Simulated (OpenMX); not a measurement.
Crystal: LiCl.

```
Cl Li
1.0
     0.00000    2.56477    2.56477
     2.56477    0.00000    2.56477
     2.56477    2.56477    0.00000
Cl Li
1 1
Cartesian
  2.5648 2.5648 2.5648
  0.0000 0.0000 0.0000
```

* Program: OpenMX 3.8.5
* Task: single point
* Functional: PBE
* Potentials or basis: OpenMX 2013 PBE set, Cl7.0-s2p2d1f1, Li8.0-s3p2, grid cutoff 260 Ry
* k mesh: 9 × 9 × 9
* Occupations: fermi-dirac, width 0.05 eV
* Spin: no spin polarisation

On this cell: pressure 0.7 GPa; largest force zero by symmetry; band gap on the k mesh 6.47 eV, direct.

The same run follows on a disturbed copy (atoms moved at random, drawn with an rms of 0.05 Å):

```xyz
2
Lattice="0.0000 2.5648 2.5648 2.5648 0.0000 2.5648 2.5648 2.5648 0.0000" Properties=species:S:1:pos:R:3 pbc="T T T"
Cl    2.5691    2.5031    2.6018
Li   -0.0491    0.0281   -0.0393
```

Problem. What changes?

Solution. The energy moves by +3.3 meV/atom; pressure 1.1 GPa; largest force 0.130 eV/Å; band gap on the k mesh 6.45 eV, direct.

Forces on the atoms (eV/Å):
```
Cl  -0.046  0.084 -0.070
Li   0.033 -0.103  0.072
```

The forces don't sum to zero, so they hold noise of the program's grid.

Caveats: an odd mesh through Γ misses points on the zone boundary, where band edges often lie; the basis of atomic orbitals isn't converged, which shifts pressures, moduli and gaps.
